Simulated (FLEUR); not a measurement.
# TiO2 (Anatase) (I4_1/amd) in FLEUR: single point with PBEsol

Aim: the single point of TiO2 (Anatase) with PBEsol.

Program: FLEUR MaX-R8.1 (later development tree). These are calculated values, not measurements. Logs are shortened: lines on timing, memory, paths and dates and some standing lists are left out, and cuts for length are marked.

**1. Starting point**

It takes space group I4_1/amd (No. 141, tetragonal). Conventional cell: a = 3.784 Å, b = 3.784 Å, c = 9.515 Å, α = 90.00°, β = 90.00°, γ = 90.00°. Ti (site symmetry -4m2) is surrounded by 6 O at 1.93 to 1.98 Å. O (site symmetry 2mm) has 3 Ti at 1.93 to 1.98 Å as nearest neighbours.

**2. Single point, PBEsol**

The input, inp.xml:

```xml
<?xml version="1.0" encoding="UTF-8" standalone="no"?>
<fleurInput fleurInputVersion="0.39">
   <comment>
      TiO2                                                                                                
   </comment>
   <calculationSetup>
      <cutoffs Kmax="5.21" Gmax="16.2" GmaxXC="16.2" numbands="0"/>
      <scfLoop itmax="60" minDistance="0.00001" maxIterBroyd="15" imix="Anderson" alpha="0.05" precondParam="0.0" spinf="2.0" sdNocoIR="T"/>
      <coreElectrons ctail="T" frcor="F" kcrel="0" coretail_lmax="0"/>
      <xcFunctional name="PBEs" relativisticCorrections="F"/>
      <magnetism jspins="1"/>
      <soc l_soc="F" theta="0.0" phi="0.0" spav="F"/>
      <expertModes spex="0" secvar="F"/>
      <geometryOptimization l_f="T" forcealpha="1.0" forcemix="BFGS" epsdisp="0.0005" epsforce="0.0002"/>
      <ldaU l_linMix="F" mixParam="0.05" spinf="1.0"/>
   </calculationSetup>
   <cell>
      <bzIntegration valenceElectrons="48.0" mode="hist" fermiSmearingEnergy="0.00183747">
         <kPointListSelection listName="default-1"/>
         <!-- k-points included here -->
         <xi:include xmlns:xi="http://www.w3.org/2001/XInclude" href="kpts.xml"> </xi:include>
      </bzIntegration>
      <!-- symmetry operations included here -->
      <xi:include xmlns:xi="http://www.w3.org/2001/XInclude" href="sym.xml"> </xi:include>
      <bulkLattice scale="1.0">
         <bravaisMatrix>
            <row-1>   -3.5755508003556598     3.5755508003556598     8.9899940925595789</row-1>
            <row-2>    3.5755508003556598    -3.5755508003556598     8.9899940925595789</row-2>
            <row-3>    3.5755508003556598     3.5755508003556598    -8.9899940925595789</row-3>
         </bravaisMatrix>
      </bulkLattice>
   </cell>
   <atomSpecies>
      <species name="Titanium (Ti)" element="Ti" atomicNumber="22">
         <mtSphere radius="1.88" gridPoints="635" logIncrement="0.019"/>
         <atomicCutoffs lmax="8" lnonsphr="8"/>
         <electronConfig flipSpins="F">
            <coreConfig>(1s1/2) (2s1/2) (2p1/2) (2p3/2)</coreConfig>
            <valenceConfig>(3s1/2) (3p1/2) (3p3/2) (4s1/2) (3d3/2) (3d5/2)</valenceConfig>
            <stateOccupation state="(3d3/2)" spinUp="0.400000" spinDown="0.400000"/>
            <stateOccupation state="(3d5/2)" spinUp="0.600000" spinDown="0.600000"/>
         </electronConfig>
         <energyParameters s="4" p="4" d="3" f="4"/>
         <lo type="SCLO" l="0" n="3" eDeriv="0"/>
         <lo type="SCLO" l="1" n="3" eDeriv="0"/>
         <lo type="SCLO" l="1" n="3" eDeriv="1"/>
         <lo type="SCLO" l="2" n="3" eDeriv="2"/>
         <lo type="SCLO" l="3" n="4" eDeriv="2"/>
      </species>
      <species name="Oxygen (O)" element="O" atomicNumber="8">
         <mtSphere radius="1.44" gridPoints="487" logIncrement="0.022"/>
         <atomicCutoffs lmax="8" lnonsphr="8"/>
         <electronConfig flipSpins="F">
            <coreConfig>(1s1/2)</coreConfig>
            <valenceConfig>(2s1/2) (2p1/2) (2p3/2)</valenceConfig>
            <stateOccupation state="(2p1/2)" spinUp="0.666667" spinDown="0.666667"/>
            <stateOccupation state="(2p3/2)" spinUp="1.333333" spinDown="1.333333"/>
         </electronConfig>
         <energyParameters s="2" p="2" d="3" f="4"/>
         <lo type="SCLO" l="0" n="2" eDeriv="2"/>
         <lo type="SCLO" l="1" n="2" eDeriv="2"/>
         <lo type="SCLO" l="2" n="3" eDeriv="2"/>
      </species>
   </atomSpecies>
   <atomGroups>
      <atomGroup species="Titanium (Ti)">
         <relPos label="                   1">-1.000/8.000 1.000/8.000 1.000/4.000</relPos>
         <relPos label="                   2">1.000/8.000 -1.000/8.000 -1.000/4.000</relPos>
         <force calculate="T" relaxXYZ="TTT"/>
      </atomGroup>
      <atomGroup species="Oxygen (O)">
         <relPos label="                   3">-.0831000000 -.3331000000 -1.000/4.000</relPos>
         <relPos label="                   4">-.3331000000 -.0831000000 1.000/4.000</relPos>
         <relPos label="                   5">.0831000000 .3331000000 1.000/4.000</relPos>
         <relPos label="                   6">.3331000000 .0831000000 -1.000/4.000</relPos>
         <force calculate="T" relaxXYZ="TTT"/>
      </atomGroup>
   </atomGroups>
   <output dos="F" band="F" slice="F">
      <checks vchk="F" cdinf="F"/>
      <bandDOS minEnergy="-.5*Htr" maxEnergy="0.5*Htr" sigma="0.015" storeEVData="T"/>
      <vacuumDOS vacdos="F" integ="F" star="F" nstars="0" locx1="0.0" locy1="0.0" locx2="0.0" locy2="0.0" nstm="0" tworkf="0.0"/>
      <unfoldingBand unfoldBand="F" supercellX="1" supercellY="1" supercellZ="1"/>
      <plotting iplot="0" polar="F">
         <plot TwoD="T" vec1="  1.0  0.0  0.0" vec2="  0.0  1.0  0.0" vec3="  0.0  0.0  1.0" zero="  0.0  0.0  0.0" file="plot"/>
      </plotting>
      <chargeDensitySlicing numkpt="0" minEigenval="0.0" maxEigenval="0.0" nnne="0" pallst="F"/>
      <specialOutput eonly="F"/>
      <moessbauerParams electricFieldGradient="T" isomerShift="T" coreHyperfine="T" valenceHyperfine="T"/>
      <magneticCircularDichroism mcd="F" energyLo="-10.0" energyUp="0.0"/>
   </output>
  <!-- We include the file relax.xml here to enable relaxations (see documentation) -->
  <xi:include xmlns:xi="http://www.w3.org/2001/XInclude" href="relax.xml"> <xi:fallback/> </xi:include>
</fleurInput>
```

The input, crystal.txt:

```
TiO2
&input cartesian=F /
-1.8921000000  1.8921000000  4.7573000000
1.8921000000  -1.8921000000  4.7573000000
1.8921000000  1.8921000000  -4.7573000000
1.8897261246
1.0 1.0 1.0

6
22 0.7500000000  0.2500000000  0.5000000000
22 0.0000000000  0.0000000000  0.0000000000
8 0.7919000000  0.7919000000  0.0000000000
8 0.5419000000  0.0419000000  0.5000000000
8 0.9581000000  0.4581000000  0.5000000000
8 0.2081000000  0.2081000000  0.0000000000

&kpt div1=10 div2=10 div3=10 gamma=T /
```

Potentials or basis: all-electron, FLAPW.

Run with:

```console
> inpgen -f crystal.txt -profile fastHighL
> # inp.xml edited to the form shown
> mpirun -n 4 fleur_MPI -pe_per_kpt 1
```

Log:

```text
Welcome to FLEUR        (www.flapw.de)
      MaX-Release 8.1          (www.max-centre.eu)

 ========== k-point set info ==========
 Selected k-point list: default-1
 k-point list type: mesh
 10 x 10 x 10
 Number of k points: 102

 ------------Calculation Setup---------------------------
 Number of MPI-tasks      :            4
 Number of PE/node        :            4
 Number of OMP-threads    :            1
 Using exactly            1  PE per kpt
 k-points in parallel     :            4
 pe's per k-point         :            1
 No of k-point loops      :           25
 Info/Warning             : your k-point parallelism is not fully load-balanced
 Using exactly            1  PE per kpt
 Using exactly            1  PE per kpt
 Using exactly            1  PE per kpt
 Eigenvalue solver        :       lapack
 Number of basis functions:         1326
 Approximate size of matrices (H+S) per k-point:         0.026 GB
 --------------------------------------------------------
 Iteration:     1   Distance:      34.06772865 me/bohr^3
 Iteration:     2   Distance:      28.40216360 me/bohr^3
 Iteration:     3   Distance:       9.97305940 me/bohr^3
 Iteration:     4   Distance:      10.57707591 me/bohr^3
 Iteration:     5   Distance:       3.58826552 me/bohr^3
 Iteration:     6   Distance:       1.25492455 me/bohr^3
 Iteration:     7   Distance:       0.96135575 me/bohr^3
 Iteration:     8   Distance:       0.54567676 me/bohr^3
 Iteration:     9   Distance:       0.07198467 me/bohr^3
 Iteration:    10   Distance:       0.20515256 me/bohr^3
 Iteration:    11   Distance:       0.05776107 me/bohr^3
 Iteration:    12   Distance:       0.01159561 me/bohr^3
 Iteration:    13   Distance:       0.00149821 me/bohr^3
 Iteration:    14   Distance:       0.00182011 me/bohr^3
 Iteration:    15   Distance:       0.00033292 me/bohr^3
 Iteration:    16   Distance:       0.00025132 me/bohr^3
 Iteration:    17   Distance:       0.00005404 me/bohr^3
 Iteration:    18   Distance:       0.00002078 me/bohr^3
 Iteration:    19   Distance:       0.00001925 me/bohr^3
 Iteration:    20   Distance:       0.00000526 me/bohr^3

 ********************************************************************
 Run finished successfully
 Stop message:
   Structural relaxation: Done
 ********************************************************************
```

Run time: 5.8 min. Hardware: 4 MPI ranks of Intel Xeon 6975P-C (Granite Rapids), shared host.

Results:

```yaml
Free_energy: -54591.3278 eV
Largest_force: 0.005 eV/Å
Band_gap_on_the_k_mesh: 2.08 eV, indirect (least direct gap 2.41 eV)
Valence_electrons_inside_the_program's_atomic_spheres: Ti 9.12; O 4.67 (radii Ti 1.88, O 1.44 bohr)
```

Forces in eV/Å, atoms in the order of the input:
```
Ti   0.000  0.000  0.000
Ti   0.000  0.000  0.000
O    0.000  0.000  0.005
O    0.000  0.000  0.005
O    0.000  0.000 -0.005
O    0.000  0.000 -0.005
```

Core levels (eV from the Fermi level):
| atom | levels |
| --- | --- |
| 1 Ti | 1s1/2 -4855.7, 2s1/2 -530.4, 2p1/2 -441.8, 2p3/2 -436.1 |
| 2 Ti | 1s1/2 -4855.7, 2s1/2 -530.4, 2p1/2 -441.8, 2p3/2 -436.1 |
| 3 O | 1s1/2 -502.2 |
| 4 O | 1s1/2 -502.2 |
| 5 O | 1s1/2 -502.2 |
| 6 O | 1s1/2 -502.2 |

A k mesh can miss the band edges.
